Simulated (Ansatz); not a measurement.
Is this Y structure a true minimum?

The cell was relaxed from a distorted copy of a database structure.

Level of theory: DFT PBE, scalar-relativistic, plane waves, PAW in Ansatz 0.2.0. Settings: cutoff 420 eV, Γ-centred mesh 18×18×18 on the computed 1-atom cell, Gaussian smearing of 0.10 eV; no spin polarisation.

The cell below (1 atom, space group Fm-3m (No. 225)) is relaxed within its symmetry.

```cif
data_structure
_symmetry_space_group_name_H-M 'P 1'
_symmetry_Int_Tables_number 1
_cell_length_a 3.5790
_cell_length_b 3.5790
_cell_length_c 3.5790
_cell_angle_alpha 59.997
_cell_angle_beta 59.997
_cell_angle_gamma 59.997
_cell_volume 32.42
loop_
_atom_site_label
_atom_site_type_symbol
_atom_site_fract_x
_atom_site_fract_y
_atom_site_fract_z
_atom_site_occupancy
Y1 Y 0.50000 0.50000 0.50000 1
```

For the test a repeat of it with 8 atoms (edges 7.16, 7.16, 7.16 Å) was strained at random (σ = 1.5 % a component), the atoms were moved at random (σ = 0.15 Å), and all was relaxed again on a coarse 4×4×4 mesh (in the run’s order of axes) with 0.20 eV smearing, with no symmetry imposed.

Question: Is the structure stable against such a distortion?

Answer: It returns, within 1 meV/atom of the unmoved cell on that mesh and with the same symmetry when read at 0.1 Å. No instability shows in this cell; modes of other wave vectors, which need another repeat, aren't tested.
